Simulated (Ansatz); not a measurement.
TePb:

```
Pb Te
1.0
     0.00000    3.23100    3.23100
     3.23100    0.00000    3.23100
     3.23100    3.23100    0.00000
Pb Te
1 1
Direct
  0.00000 0.00000 0.00000
  0.50000 0.50000 0.50000
```

Base run:

| Property | Result |
| --- | --- |
| Program | Ansatz 0.2.0 |
| Functional | BLYP |
| Potentials or basis | Ansatz PAW |
| Cutoff | 420 eV |
| Density cutoff | 1680 eV |
| k mesh | 7 × 7 × 7 |
| Occupations | fermi-dirac, width 0.05 eV |
| Spin | no spin polarisation |

Its results: pressure 5.3 GPa.

Problem. The run is repeated on the same cell with these changes: functional from BLYP to PBE. What comes out?

Solution. Pressure 2.1 GPa.

PBE binds more tightly than BLYP, so the same cell stands under less pressure.

Caveats: the potentials were made for another functional, which shifts forces and pressure (some runs); the PAW data sets come from PBE, with cores solved anew for the run's functional, which leaves a small shift of forces and pressure (some runs).

Not every run made on this cell is shown here.
